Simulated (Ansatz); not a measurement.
# ZrB2 (P6/mmm) in Ansatz: a series of runs, part 2 of 2

Ansatz 0.2.0. The steps go on from the part before.

**5. Relaxation of cell and atoms, PBEsol, target pressure 20 GPa, at which the enthalpy is minimised**

input.yaml

```yaml
crystal:
  lattice:
    - [3.17, 0.0, 0.0]
    - [-1.585, 2.74530053, 0.0]
    - [0.0, 0.0, 3.533]
  atoms:
    - { symbol: Zr, position: [0.0, 0.0, 0.0] }
    - { symbol: B, position: [0.6666666667, 0.3333333333, 0.5] }
    - { symbol: B, position: [0.3333333333, 0.6666666667, 0.5] }
kpoints:
  mp_grid: { grid: [10, 10, 8] }
scf:
  occupations: { method: fermi_dirac, width: 0.05 }
hamiltonian:
  xc: pbesol
  pseudopotentials: { kind: all_electron, lapw: { basis_error: 0.002 } }
output:
  forces: true
  stress: true
relax:
  f_tol: 0.01
  max_steps: 60
  cell: { p_target: 20 }
```

Potentials or basis: all-electron LAPW, scalar-relativistic.

Launch:

```console
ansatz run input.yaml --threads 2 --pin off --max-ram 8192MiB --backend cpu --events-out ev --progress --plain --runs-dir out
```

Output:

```text
Warning: RAYON_NUM_THREADS=2 ignored (pool sized by the plan → 2); use --threads N
The last accepted step is kept in <dir> (removed where the run ends without a failure and the disk answers)
LAPW: plane waves up to 8.399 Å⁻¹, error target 2.0e-3 eV per atom; small_component_spin mean_spin; B in spheres of 0.888 Å, 5 of its electrons in bands, Dirac shells []; Zr in spheres of 1.230 Å, 30 of its electrons in bands, Dirac shells [] (how accurate: hamiltonian.pseudopotentials.lapw.basis_error, Limitations)
Engine: ansatz 0.2.0, aarch64-unknown-linux-gnu
Pseudopotentials: kind: all_electron
Pseudopotential: Zr, LAPW, valence charge 30, lapw/all_electron/scalar/gaussian/Zr, Koelling and Harmon's equation, gaussian nucleus
Pseudopotential: B, LAPW, valence charge 5, lapw/all_electron/scalar/gaussian/B, Koelling and Harmon's equation, gaussian nucleus
Functional definition: PBEsol
  exchange = pbesol_x
  correlation = pbesol_c
Crystal: 3 atoms, lattice volume = 30.746 Å³
Basis set: ecut = 268.77718815103356 eV, 303 PW (Γ), exchange–correlation at level 2
Bands: 24, of which v1, the nominal top of the filled ones, is band 20 counted from 1 (19 counted from 0)
Symmetry: 24 space group operations
[... 88 lines left out ...]
  E_atoms      = -99195.794468  (free atoms, spherical and without spin; not in F)
  Σ components = -99220.949812   (vs F -99220.949812, Δ=0.00e0)
  Basis errors (estimates in eV, not in F): energy 1.1e-3 per atom: plane waves 1.0e-3 (5.7e-4 summed), levels above the bands 2.7e-19, relativity 1.1e-8, radial functions 3.6e-5, core shells 3.6e-12; eigenvalues (radial functions only) 5.1e-6; not estimated: angular momenta, meshes, grids; target (lapw.basis_error) 2.0e-3; muffin-tin radii B 0.862 Å, Zr 1.195 Å
--- Forces (eV/Å), atoms counted from 1 ---
  atom   1  Zr     0.00000000     0.00000000     0.00000000
  atom   2  B     -0.00000000     0.00000000     0.00000000
  atom   3  B      0.00000000     0.00000000     0.00000000
  max |Σ_I F_I| component: 1.85e-17 eV/Å
--- Stress (GPa, compression-positive) ---
       20.000881       0.000000       0.000000
       -0.000000      20.000881       0.000000
        0.000000       0.000000      19.997163
  P = ⅓ Tr σ = 19.9996 GPa (199.996 kbar)
--- Relaxed structure (5 steps of the walk, 5 accepted, 1 SCFs on fresh bases) ---
  F+E_penalty+E_count = -99220.94981211 eV   max|allowed force component| = 1.234e-17 eV/Å   (the final SCF, on the basis selected at the relaxed cell)
  cell:  # Å, volume = 28.1944 Å³
    - [3.0843856565650487, 0.0, 0.0]
    - [-1.5421928282825244, 2.671156333653677, 0.0]
    - [0.0, 0.0, 3.4221148747607426]
  atoms:
    - { symbol: Zr, position: [-1.9034938716575513e-35, -4.4820420525986877e-35, 0.0] }
    - { symbol: B, position: [0.6666666666666666, 0.3333333333333333, 0.49999999999999994] }
    - { symbol: B, position: [0.3333333333333333, 0.6666666666666666, 0.49999999999999994] }
```

Run time: 20 s. Hardware: 2 threads of Arm Neoverse V1, shared host; peak memory 0.34 GiB.

What came out:

```
Free energy                                            : -99220.9498 eV
Relaxed volume                                         : 9.40 Å³/atom
Relaxed cell                                           : a = 3.084 Å, b = 3.084 Å, c = 3.422 Å, α = 90.00°, β = 90.00°, γ = 120.00°
Space group after relaxing (to 0.05 Å)                 : P6/mmm (No. 191)
Energy change on relaxing (the enthalpy is what falls) : +37.9 meV/atom
Ionic steps                                            : 6
Pressure after relaxing                                : 20.0 GPa
```

The path:
```
step  energy change (eV)  largest force (eV/Å)  volume (Å³)
   1              0.0000                0.0000        30.75
   2              0.2023                0.0000        27.64
   3              0.1076                0.0000        28.25
   4              0.1117                0.0000        28.21
   5              0.1137                0.0000        28.19
   6              0.1137                0.0000        28.19
```

Final structure:
```
Zr B
1.0
     3.08439    0.00000    0.00000
    -1.54219    2.67116    0.00000
     0.00000    0.00000    3.42211
Zr B
1 2
Direct
  0.00000 0.00000 0.00000
  0.66667 0.33333 0.50000
  0.33333 0.66667 0.50000
```

**6. Relaxation of cell and atoms, PBEsol, target pressure 30 GPa, at which the enthalpy is minimised**

Edit input.yaml of step 5 so:

```diff
@@ -22,2 +22,2 @@
   max_steps: 60
-  cell: { p_target: 20 }
+  cell: { p_target: 30 }
```

Potentials or basis: all-electron LAPW, scalar-relativistic.

Launch:

```console
ansatz run input.yaml --threads 2 --pin off --max-ram 8192MiB --backend cpu --events-out ev --progress --plain --runs-dir out
```

Wall time 17 s (2 threads of Arm Neoverse V1, shared host); peak memory 0.34 GiB.

It converged, with:

* Free energy: -99220.8244 eV
* Relaxed volume: 9.13 Å³/atom
* Relaxed cell: a = 3.056 Å, b = 3.056 Å, c = 3.387 Å, α = 90.00°, β = 90.00°, γ = 120.00°
* Space group after relaxing (to 0.05 Å): P6/mmm (No. 191)
* Energy change on relaxing (the enthalpy is what falls): +79.7 meV/atom
* Ionic steps: 5
* Pressure after relaxing: 30.0 GPa

Step by step:
```
step  energy change (eV)  largest force (eV/Å)  volume (Å³)
   1              0.0000                0.0000        30.75
   2              0.2502                0.0000        27.35
   3              0.2387                0.0000        27.39
   4              0.2391                0.0000        27.39
   5              0.2391                0.0000        27.39
```

Final structure:
```cif
data_structure
_symmetry_space_group_name_H-M 'P 1'
_symmetry_Int_Tables_number 1
_cell_length_a 3.0557
_cell_length_b 3.0557
_cell_length_c 3.3868
_cell_angle_alpha 90.000
_cell_angle_beta 90.000
_cell_angle_gamma 120.000
_cell_volume 27.39
loop_
_atom_site_label
_atom_site_type_symbol
_atom_site_fract_x
_atom_site_fract_y
_atom_site_fract_z
_atom_site_occupancy
Zr1 Zr 0.00000 0.00000 0.00000 1
B1 B 0.66667 0.33333 0.50000 1
B2 B 0.33333 0.66667 0.50000 1
```

**7. The runs side by side**

```csv
cell,pressure (GPa)
relaxed,0.0
relaxed to 5 GPa,5.0
relaxed to 10 GPa,10.0
relaxed to 20 GPa,20.0
relaxed to 30 GPa,30.0
```

Alike in all rows: task relaxation of cell and atoms; level PBEsol; potentials or basis all-electron LAPW, scalar-relativistic; no spin polarisation; k mesh 10 × 10 × 8; smearing fermi-dirac 0.05 eV; basis error allowed 0.002 eV/atom.

Compare energies only between runs with the same functional and basis.
